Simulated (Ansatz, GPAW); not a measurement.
**HfN: 3 runs at one level of theory**

```xyz
2
Lattice="0.0000 2.2560 2.2560 2.2560 0.0000 2.2560 2.2560 2.2560 0.0000" Properties=species:S:1:pos:R:3 pbc="T T T"
Hf    0.0000    0.0000    0.0000
N     2.2560    2.2560    2.2560
```

Alike in all runs: task single point; functional RPBE; k mesh 10 × 10 × 10; occupations gaussian, width 0.05 eV; no spin polarisation; no spin-orbit coupling. Pressure is positive in compression and, in plane waves, holds the error of the finite cutoff, which Ansatz's Pulay term estimates and takes out.

```json
{"program and potentials": "Ansatz, Ansatz PAW", "plane-wave cutoff (eV)": "420", "notes": "potentials made for PBE, which Ansatz adapts in part; 15.5 valence electrons an atom on average; Pulay term of +0.46 GPa included", "band gap (eV)": "no gap", "pressure (GPa)": "11.27"}
{"program and potentials": "Ansatz, all-electron LAPW, scalar-relativistic", "plane-wave cutoff (eV)": "-", "notes": "-", "band gap (eV)": "no gap", "pressure (GPa)": "11.30"}
{"program and potentials": "GPAW, the program's PAW data sets (release 1.2.1) made for this functional", "plane-wave cutoff (eV)": "800", "notes": "8.5 valence electrons an atom on average", "band gap (eV)": "no gap", "pressure (GPa)": "11.98"}
```

None finds a gap. The pressure spans 11.27 (Ansatz, Ansatz PAW) to 11.98 GPa (GPAW, the program's PAW data sets (release 1.2.1) made for this functional), with all-electron results at 11.30. Some sets were made for another functional than the one run, which can shift their rows. The cell lies far from this level's equilibrium.

The functional is the same throughout but for its coding, so the spread measures potentials, basis and numerics; runs on potential files found faulty are left out.
